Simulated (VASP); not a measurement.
TiAl, 2 atoms in the cell. It takes space group Cmmm (No. 65, orthorhombic). Conventional cell: a = 4.161 Å, b = 4.375 Å, c = 3.018 Å, α = 90.00°, β = 90.00°, γ = 90.00°. Around Ti (site symmetry mmm) lie 8 Al at 2.57 to 2.66 Å. Around Al (site symmetry mmm) lie 8 Ti at 2.57 to 2.66 Å. 

```yaml
Program: VASP 6.6.1
Task: single point
Functional: r2SCAN
Potentials_or_basis: VASP PAW PBE potentials, release 64 (Ti_sv, Al)
Cutoff: 520 eV
k_mesh: 11 × 11 × 11
Occupations: methfessel-paxton, width 0.1 eV
Spin: no spin polarisation
Dipole_correction: no
Further_INCAR_settings: ALGO = Normal; EDIFF = 1e-07; NBANDS = 14
```

Potentials or basis: VASP PAW PBE potentials, release 64 (Ti_sv, Al).

Run with:

```sh
$ cat potpaw_PBE.64/Ti_sv/POTCAR potpaw_PBE.64/Al/POTCAR > POTCAR
$ cp INCAR.step1 INCAR
$ mpirun -np 1 vasp_std > vasp.out
$ cp INCAR.step2 INCAR
$ mpirun -np 1 vasp_std > vasp.out
```

Hardware: 1 thread of Intel(R) Xeon(R) Platinum 8488C (Sapphire Rapids), on a shared host.

How long does it take, and how much memory?

It took 2.3 min on 1 thread of Intel(R) Xeon(R) Platinum 8488C (Sapphire Rapids) (shared host), peak memory 0.21 GiB. Counts: scf iterations 12, k points 216.
